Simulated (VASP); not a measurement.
# Pt (Fm-3m) in VASP: notebook, part 2 of 3

VASP 6.6.1. Earlier steps stand in the parts before.

### 4 Equation of state, PBE, 14.18 Å³/atom (volume scaled by 0.94)

INCAR

```
ALGO = Normal
EDIFF = 1E-7
ENCUT = 520
GGA = PE
ISIF = 2
ISMEAR = -1
LASPH = T
LCHARG = F
LREAL = F
LWAVE = F
NBANDS = 11
NELM = 80
PREC = Accurate
SIGMA = 0.05
```

KPOINTS

```
k-points
0
Gamma
  12 12 12
```

POSCAR

```
Pt
1.0
    0.0000000000      1.9208704006      1.9208704006
    1.9208704006      0.0000000000      1.9208704006
    1.9208704006      1.9208704006      0.0000000000
Pt
1
Direct
    0.0000000000      0.0000000000      0.0000000000
```

Potentials or basis: VASP PAW PBE potentials, release 64 (Pt).

Started as:

```sh
$ cat potpaw_PBE.64/Pt/POTCAR > POTCAR
$ mpirun -np 1 vasp_std > vasp.out
```

OUTCAR:

```text
EDIFF = 1E-7
   ENCUT = 520
   GGA = PE
   ISIF = 2
   ISMEAR = -1
   LASPH = T
   LREAL = F
   NELM = 80
   PREC = Accurate

 ion  position               nearest neighbor table
   1  0.000  0.000  0.000-

  LATTYP: Found a face centered cubic cell.
 ALAT       =     3.8417408012

  Lattice vectors:

 A1 = (   0.0000000000,   1.9208704006,   1.9208704006)
 A2 = (   1.9208704006,   0.0000000000,   1.9208704006)
 A3 = (   1.9208704006,   1.9208704006,   0.0000000000)

Analysis of symmetry for initial positions (statically):
=====================================================================
 Subroutine PRICEL returns:
 Original cell was already a primitive cell.

 Routine SETGRP: Setting up the symmetry group for a
 face centered cubic supercell.

 Subroutine GETGRP returns: Found 48 space group operations
 (whereof 48 operations were pure point group operations)
 out of a pool of 48 trial point group operations.

The static configuration has the point symmetry O_h .

Analysis of symmetry for dynamics (positions and initial velocities):
=====================================================================
 Subroutine PRICEL returns:
 Original cell was already a primitive cell.

 Routine SETGRP: Setting up the symmetry group for a
 face centered cubic supercell.

 Subroutine GETGRP returns: Found 48 space group operations
 (whereof 48 operations were pure point group operations)
 out of a pool of 48 trial point group operations.

The dynamic configuration has the point symmetry O_h .

 Subroutine INISYM returns: Found 48 space group operations
 (whereof 48 operations are pure point group operations),
 and found     1 'primitive' translations

----------------------------------------------------------------------------------------

                                     Primitive cell

  volume of cell :      14.1750

  direct lattice vectors                    reciprocal lattice vectors
[... 136 lines left out ...]
   GGA     = PE    functional components
   LHFCALC =     F    Hartree Fock is set to
   AEXX    =    0.0000 exact exchange contribution
   IVDW    =     0    specifies the selected vdW correction
   LEPSILON=     F    determine dielectric tensor
   LRPA    =     F    only Hartree local field effects (RPA)
 non-spin polarized calculation
  energy-cutoff  :      520.00
  volume of cell :       14.18
 maximum number of plane-waves:       392
   NGX = 11   NGY = 11   NGZ = 11

 number of electron      10.0000000 magnetization

 number of electron       9.9999999 magnetization

 Free energy of the ion-electron system (eV)
  ---------------------------------------------------
  ext. energy  EPLUGINS =         0.00000000
  ---------------------------------------------------
  free energy    TOTEN  =        -5.97923447 eV

  energy without entropy =       -5.96443129  energy(sigma->0) =       -5.97183288

 E-fermi :  12.5297     XC(G=0): -13.8639

 val. band max:       12.5296660482   @ k =  -0.4167   0.4167   0.1667
 cond. band min:      12.5369818384   @ k =   0.5000   0.4167   0.0833
 fundamental gap:      0.0073157902
 Fermi energy:        12.5296762284

 k-point     1 :       0.0000    0.0000    0.0000
  band No.  band energies     occupation
      1       1.5652      2.00000
      2       8.3192      2.00000
      3       8.3193      2.00000
      4       8.3193      2.00000
      5      10.7073      2.00000
      6      10.7073      2.00000
      7      26.9358      0.00000
      8      32.2582      0.00000
      9      32.2582      0.00000
     10      32.2582      0.00000
     11      37.8318      0.00000
[... 533 lines left out ...]
 k-point    40 :       0.4167    0.4167    0.0000
  band No.  band energies     occupation
      1       4.8609      2.00000
      2       5.3700      2.00000
      3      12.3904      1.88376
      4      12.5398      0.89925
      5      12.5398      0.89925
      6      12.5535      0.76651
      7      24.2785      0.00000
      8      25.0417      0.00000
      9      25.0417      0.00000
     10      32.9367      0.00000
     11      36.2745      0.00000

 [... further k-points ...]

------------------------ aborting loop because EDIFF is reached ----------------------------------------

  FORCE on cell =-STRESS in cart. coord.  units (eV):
  Direction    XX          YY          ZZ          XY          YZ          ZX
  --------------------------------------------------------------------------------------
  -------------------------------------------------------------------------------------
  Total        2.7917159      2.7917159      2.7917159      0.0000000      0.0000000     -0.0000000
  in kB      315.5423168    315.5423168    315.5423168      0.0000000      0.0000000     -0.0000000
  external PRESSURE =     315.5423168 kB  Pullay stress =       0.0000000 kB

 VOLUME and BASIS-vectors are now :
 -----------------------------------------------------------------------------
  energy-cutoff  :      520.00
  volume of cell :       14.18
      direct lattice vectors                 reciprocal lattice vectors
     0.000000000  1.920870401  1.920870401    -0.260298665  0.260298665  0.260298665
     1.920870401  0.000000000  1.920870401     0.260298665 -0.260298665  0.260298665
     1.920870401  1.920870401  0.000000000     0.260298665  0.260298665 -0.260298665

 POSITION                                       TOTAL-FORCE (eV/Angst)
 -----------------------------------------------------------------------------------
      0.00000      0.00000      0.00000         0.000000     -0.000000     -0.000000
 -----------------------------------------------------------------------------------
    total drift:                               -0.000000     -0.000000     -0.000000

  FREE ENERGIE OF THE ION-ELECTRON SYSTEM (eV)
  ---------------------------------------------------
  free  energy   TOTEN  =        -5.9792344748 eV

  energy  without entropy=       -5.9644312879  energy(sigma->0) =       -5.97183288
```

OSZICAR:

```text
N       E                     dE             d eps       ncg     rms          rms(c)
DAV:   1     0.425891809943E+02    0.42589E+02   -0.54986E+03  1616   0.849E+02
DAV:   2    -0.570600121934E+01   -0.48295E+02   -0.46432E+02  1850   0.182E+02
DAV:   3    -0.633902694463E+01   -0.63303E+00   -0.62879E+00  1838   0.200E+01
DAV:   4    -0.634141658038E+01   -0.23896E-02   -0.23895E-02  1851   0.146E+00
DAV:   5    -0.634143426510E+01   -0.17685E-04   -0.17684E-04  1865   0.115E-01    0.156E+01
DAV:   6    -0.603029531565E+01    0.31114E+00   -0.60737E-01  1719   0.641E+00    0.832E+00
DAV:   7    -0.598345739718E+01    0.46838E-01   -0.16785E-01  1815   0.326E+00    0.254E+00
DAV:   8    -0.597967321044E+01    0.37842E-02   -0.12958E-02  1728   0.100E+00    0.691E-01
DAV:   9    -0.597923097228E+01    0.44224E-03   -0.73507E-04  1764   0.234E-01    0.472E-02
DAV:  10    -0.597923452058E+01   -0.35483E-05   -0.99794E-06  2103   0.242E-02    0.697E-03
DAV:  11    -0.597923447477E+01    0.45806E-07   -0.14030E-07  1476   0.316E-03
   1 F= -.59792345E+01 E0= -.59718329E+01  d E =-.148032E-01
```

stdout:

```text
POSCAR found type information on POSCAR Pt
 POSCAR found :  1 types and       1 ions
 scaLAPACK will be used
 LDA part: xc-table for (Slater+PW92), standard interpolation
 POSCAR, INCAR and KPOINTS ok, starting setup
 FFT: planning ... GRIDC
 FFT: planning ... GRID_SOFT
 FFT: planning ... GRID
 WAVECAR not read
 entering main loop
```

Wall time 6.4 s (1 thread of AMD EPYC 9R45 (Zen 5), shared host); peak memory 0.1 GiB.

What came out:

| Quantity | Value |
| --- | --- |
| Free energy | -5.9792 eV |
| Pressure | 31.6 GPa |
| Band gap on the k mesh | none (metal or under the smearing width) |

### 5 Equation of state, PBE, 14.48 Å³/atom (volume scaled by 0.96)

INCAR

```
ALGO = Normal
EDIFF = 1E-7
ENCUT = 520
GGA = PE
ISIF = 2
ISMEAR = -1
LASPH = True
LCHARG = False
LREAL = False
LWAVE = False
NBANDS = 11
NELM = 60
PREC = Accurate
SIGMA = 0.05
```

KPOINTS is that of step 4.

POSCAR

```
Pt
1.0
    0.0000000000      1.9343981026      1.9343981026
    1.9343981026      0.0000000000      1.9343981026
    1.9343981026      1.9343981026      0.0000000000
Pt
1
Direct
    0.0000000000      0.0000000000      0.0000000000
```

Started as:

```sh
$ cat potpaw_PBE.64/Pt/POTCAR > POTCAR
$ mpirun -np 1 vasp_std > vasp.out
```

Run time: 6.6 s. Hardware: 1 thread of AMD EPYC 9R45 (Zen 5), shared host; peak memory 0.1 GiB.

Results (log left out):

| Quantity | Value |
| --- | --- |
| Free energy | -6.0310 eV |
| Pressure | 23.4 GPa |
| Band gap on the k mesh | none (metal or under the smearing width) |

### 6 Equation of state, PBE, 14.78 Å³/atom (volume scaled by 0.98)

INCAR

```
PREC = Accurate
ENCUT = 520
EDIFF = 1E-7
ISMEAR = -1
SIGMA = 0.05
LREAL = F
LASPH = T
NELM = 100
ALGO = Normal
ISIF = 2
LWAVE = F
LCHARG = F
GGA = PE
NBANDS = 11
```

KPOINTS

```
Automatic mesh
0
Gamma
  12 12 12
```

POSCAR

```
Pt
1.0
    0.0000000000      1.9477392008      1.9477392008
    1.9477392008      0.0000000000      1.9477392008
    1.9477392008      1.9477392008      0.0000000000
Pt
1
Direct
    0.0000000000      0.0000000000      0.0000000000
```

Potentials or basis: VASP PAW PBE potentials, release 64 (Pt).

Started as:

```sh
$ cat potpaw_PBE.64/Pt/POTCAR > POTCAR
$ mpirun -np 1 vasp_std > vasp.out
```

Wall time 6.3 s (1 thread of AMD EPYC 9R45 (Zen 5), shared host); peak memory 0.1 GiB.

Results (log left out):

| Property | Result |
| --- | --- |
| Free energy | -6.0684 eV |
| Pressure | 16.1 GPa |
| Band gap on the k mesh | none (metal or under the smearing width) |

### 7 Equation of state, PBE, 15.38 Å³/atom (volume scaled by 1.02)

INCAR

```
SYSTEM = Pt
  ALGO = Normal
  EDIFF = 1E-7
  ENCUT = 520
  GGA = PE
  ISIF = 2
  ISMEAR = -1
  LASPH = .TRUE.
  LCHARG = .FALSE.
  LREAL = .FALSE.
  LWAVE = .FALSE.
  NBANDS = 11
  NELM = 60
  PREC = Accurate
  SIGMA = 0.05
```

KPOINTS

```
k-points
0
G
  12 12 12
  0 0 0
```

POSCAR

```
Pt
1.0
    0.0000000000      1.9738864712      1.9738864712
    1.9738864712      0.0000000000      1.9738864712
    1.9738864712      1.9738864712      0.0000000000
Pt
1
Direct
    0.0000000000      0.0000000000      0.0000000000
```

Started as:

```sh
$ cat potpaw_PBE.64/Pt/POTCAR > POTCAR
$ mpirun -np 1 vasp_std > vasp.out
```

It took 9.7 s on 1 thread of AMD EPYC 9R45 (Zen 5), shared host; peak memory 0.12 GiB.

Results (log left out):

| Item | Value |
| --- | --- |
| Free energy | -6.1060 eV |
| Pressure | 4.1 GPa |
| Band gap on the k mesh | none (metal or under the smearing width) |

### 8 Equation of state, PBE, 15.68 Å³/atom (volume scaled by 1.04)

INCAR

```
PREC     = Accurate       # precision mode
ENCUT    = 520            # plane-wave cutoff, eV
EDIFF    = 1E-7           # SCF threshold, eV
ISMEAR   = -1             # smearing method
SIGMA    = 0.05           # smearing width, eV
LREAL    = F              # projectors in reciprocal space
LASPH    = T              # aspherical terms in the spheres
NELM     = 80             # most SCF steps
ALGO     = Normal         # electronic algorithm
ISIF     = 2              # what is computed and relaxed
LWAVE    = F              # write WAVECAR
LCHARG   = F              # write CHGCAR
GGA      = PE             # functional
NBANDS   = 11             # bands
```

KPOINTS

```
Automatic mesh
0
Gamma
  12 12 12
```

POSCAR

```
Pt
1.0
    0.0000000000      1.9867042750      1.9867042750
    1.9867042750      0.0000000000      1.9867042750
    1.9867042750      1.9867042750      0.0000000000
Pt
1
Direct
    0.0000000000      0.0000000000      0.0000000000
```

Started as:

```sh
$ cat potpaw_PBE.64/Pt/POTCAR > POTCAR
$ mpirun -np 1 vasp_std > vasp.out
```

It took 9.6 s on 1 thread of AMD EPYC 9R45 (Zen 5), shared host; peak memory 0.11 GiB.

Results (log left out):

```
Free energy            : -6.1091 eV
Pressure               : -0.9 GPa
Band gap on the k mesh : none (metal or under the smearing width)
```

### 9 Equation of state, PBE, 15.98 Å³/atom (volume scaled by 1.06)

INCAR

```
PREC = Accurate ; ENCUT = 520
EDIFF = 1E-7 ; ISMEAR = -1
SIGMA = 0.05 ; LREAL = F
LASPH = T ; NELM = 60
ALGO = Normal ; ISIF = 2
LWAVE = F ; LCHARG = F
GGA = PE ; NBANDS = 11
```

KPOINTS is that of step 8.

POSCAR

```
Pt
1.0
    0.0000000000      1.9993587835      1.9993587835
    1.9993587835      0.0000000000      1.9993587835
    1.9993587835      1.9993587835      0.0000000000
Pt
1
Direct
    0.0000000000      0.0000000000      0.0000000000
```

Potentials or basis: VASP PAW PBE potentials, release 64 (Pt).

Started as:

```sh
$ cat potpaw_PBE.64/Pt/POTCAR > POTCAR
$ mpirun -np 1 vasp_std > vasp.out
```

It took 9.3 s on 1 thread of AMD EPYC 9R45 (Zen 5), shared host; peak memory 0.11 GiB.

Results (log left out):

```yaml
Free_energy: -6.1034 eV
Pressure: -5.3 GPa
Band_gap_on_the_k_mesh: none (metal or under the smearing width)
```

### 10 Equation of state, PBE

Potentials or basis: VASP PAW PBE potentials, release 64 (Pt).

This step only gathers the single runs of the series.

What came out:

```yaml
Equilibrium_volume: 15.63 Å³/atom
Bulk_modulus: 249 GPa
Pressure_derivative_of_the_bulk_modulus: 5.4
```

Energy against volume, from the lowest point:
```
volume (Å³/atom)  energy (meV/atom)
          14.175             129.89
          14.477              78.08
          14.778              40.77
          15.080              16.26
          15.381               3.12
          15.683               0.00
          15.985               5.74
```

Spin-orbit coupling is left out, which matters for the levels of Pt. PBE usually gives volumes a little too large and moduli too small.

### 11 Single point, PBEsol

INCAR

```
SYSTEM = Pt
PREC = Accurate
ENCUT = 520
EDIFF = 1E-7
ISMEAR = -1
SIGMA = 0.05
LREAL = .FALSE.
LASPH = .TRUE.
NELM = 100
ALGO = Normal
ISIF = 2
LWAVE = .FALSE.
LCHARG = .FALSE.
GGA = PS
NBANDS = 11
```

KPOINTS

```
regular mesh
0
G
  12 12 12
  0 0 0
```

POSCAR

```
Pt
1.0
    0.0000000000      1.9609000000      1.9609000000
    1.9609000000      0.0000000000      1.9609000000
    1.9609000000      1.9609000000      0.0000000000
Pt
1
Direct
    0.0000000000      0.0000000000      0.0000000000
```

Potentials or basis: VASP PAW PBE potentials, release 64 (Pt).

Started as:

```sh
$ cat potpaw_PBE.64/Pt/POTCAR > POTCAR
$ mpirun -np 1 vasp_std > vasp.out
```

OUTCAR:

```text
SYSTEM = Pt
   PREC = Accurate
   ENCUT = 520
   EDIFF = 1E-7
   ISMEAR = -1
   LREAL = .FALSE.
   LASPH = .TRUE.
   NELM = 100
   ISIF = 2
   GGA = PS

 ion  position               nearest neighbor table
   1  0.000  0.000  0.000-

  LATTYP: Found a face centered cubic cell.
 ALAT       =     3.9218000000

  Lattice vectors:

 A1 = (   0.0000000000,   1.9609000000,   1.9609000000)
 A2 = (   1.9609000000,   0.0000000000,   1.9609000000)
 A3 = (   1.9609000000,   1.9609000000,   0.0000000000)

Analysis of symmetry for initial positions (statically):
=====================================================================
 Subroutine PRICEL returns:
 Original cell was already a primitive cell.

 Routine SETGRP: Setting up the symmetry group for a
 face centered cubic supercell.

 Subroutine GETGRP returns: Found 48 space group operations
 (whereof 48 operations were pure point group operations)
 out of a pool of 48 trial point group operations.

The static configuration has the point symmetry O_h .

Analysis of symmetry for dynamics (positions and initial velocities):
[... 164 lines left out ...]

 k-point     1 :       0.0000    0.0000    0.0000
  band No.  band energies     occupation
      1       0.8004      2.00000
      2       7.3000      2.00000
      3       7.3000      2.00000
      4       7.3000      2.00000
      5       9.4803      2.00000
      6       9.4803      2.00000
      7      25.7202      0.00000
      8      30.6785      0.00000
      9      30.6785      0.00000
     10      30.6785      0.00000
     11      35.9744      0.00000
[... 309 lines left out ...]
 k-point    24 :      -0.4167    0.1667    0.0000
  band No.  band energies     occupation
      1       4.5509      2.00000
      2       6.6585      2.00000
      3       7.9279      2.00000
      4       8.1889      2.00000
      5      10.8131      1.99592
      6      14.1000      0.00000
      7      17.0896      0.00000
      8      25.8797      0.00000
      9      27.9769      0.00000
     10      29.6058      0.00000
     11      37.9581      0.00000

 [... further k-points ...]

------------------------ aborting loop because EDIFF is reached ----------------------------------------

  FORCE on cell =-STRESS in cart. coord.  units (eV):
  Direction    XX          YY          ZZ          XY          YZ          ZX
  --------------------------------------------------------------------------------------
  -------------------------------------------------------------------------------------
  Total       -0.0959532     -0.0959532     -0.0959532      0.0000000      0.0000000      0.0000000
  in kB      -10.1946822    -10.1946822    -10.1946822      0.0000000      0.0000000      0.0000000
  external PRESSURE =     -10.1946822 kB  Pullay stress =       0.0000000 kB

 VOLUME and BASIS-vectors are now :
 -----------------------------------------------------------------------------
  energy-cutoff  :      520.00
  volume of cell :       15.08
      direct lattice vectors                 reciprocal lattice vectors
     0.000000000  1.960900000  1.960900000    -0.254984956  0.254984956  0.254984956
     1.960900000  0.000000000  1.960900000     0.254984956 -0.254984956  0.254984956
     1.960900000  1.960900000  0.000000000     0.254984956  0.254984956 -0.254984956

 POSITION                                       TOTAL-FORCE (eV/Angst)
 -----------------------------------------------------------------------------------
      0.00000      0.00000      0.00000         0.000000     -0.000000     -0.000000
 -----------------------------------------------------------------------------------
    total drift:                               -0.000000      0.000000      0.000000

  FREE ENERGIE OF THE ION-ELECTRON SYSTEM (eV)
  ---------------------------------------------------
  free  energy   TOTEN  =        -6.9730187211 eV

  energy  without entropy=       -6.9573950882  energy(sigma->0) =       -6.96520690
```

OSZICAR:

```text
N       E                     dE             d eps       ncg     rms          rms(c)
DAV:   1     0.398191830573E+02    0.39819E+02   -0.53316E+03  1616   0.847E+02
DAV:   2    -0.675618453019E+01   -0.46575E+02   -0.44356E+02  1820   0.174E+02
DAV:   3    -0.741953754517E+01   -0.66335E+00   -0.66094E+00  1806   0.201E+01
DAV:   4    -0.742214582702E+01   -0.26083E-02   -0.26080E-02  1827   0.148E+00
DAV:   5    -0.742216645422E+01   -0.20627E-04   -0.20628E-04  1845   0.123E-01    0.134E+01
DAV:   6    -0.702151844838E+01    0.40065E+00   -0.91272E-01  1725   0.757E+00    0.680E+00
DAV:   7    -0.697740709652E+01    0.44111E-01   -0.16553E-01  1821   0.307E+00    0.257E+00
DAV:   8    -0.697361407894E+01    0.37930E-02   -0.10932E-02  1713   0.938E-01    0.793E-01
DAV:   9    -0.697301418552E+01    0.59989E-03   -0.10015E-03  1740   0.273E-01    0.270E-02
DAV:  10    -0.697301827580E+01   -0.40903E-05   -0.95937E-06  2018   0.238E-02    0.647E-03
DAV:  11    -0.697301871955E+01   -0.44375E-06   -0.12551E-07  1766   0.321E-03    0.114E-03
DAV:  12    -0.697301872110E+01   -0.15465E-08   -0.30300E-09   945   0.434E-04
   1 F= -.69730187E+01 E0= -.69652069E+01  d E =-.156236E-01
```

Wall time 15 s (1 thread of Intel Xeon Platinum 8375C at 2.90GHz (Ice Lake), shared host); peak memory 0.14 GiB.

Results:

- Free energy: -6.9730 eV
- Pressure: -1.0 GPa
- Band gap on the k mesh: none (metal or under the smearing width)

Caveat: the PAW data sets were made with another functional, which shifts forces and pressure a little.

### 12 Equation of state, PBEsol, 14.18 Å³/atom (volume scaled by 0.94)

INCAR is that of step 11.

KPOINTS is that of step 11.

POSCAR

```
Pt
1.0
    0.0000000000      1.9208704006      1.9208704006
    1.9208704006      0.0000000000      1.9208704006
    1.9208704006      1.9208704006      0.0000000000
Pt
1
Direct
    0.0000000000      0.0000000000      0.0000000000
```

Potentials or basis: VASP PAW PBE potentials, release 64 (Pt).

Started as:

```sh
$ cat potpaw_PBE.64/Pt/POTCAR > POTCAR
$ mpirun -np 1 vasp_std > vasp.out
```

Run time: 12 s. Hardware: 1 thread of Intel Xeon Platinum 8375C at 2.90GHz (Ice Lake), shared host; peak memory 0.13 GiB.

The run converged. Its results:

| Item | Value |
| --- | --- |
| Free energy | -6.9234 eV |
| Pressure | 19.6 GPa |
| Band gap on the k mesh | none (metal or under the smearing width) |

Caveat: the PAW data sets were made with another functional, which shifts forces and pressure a little.

[end of part 2 of 3]
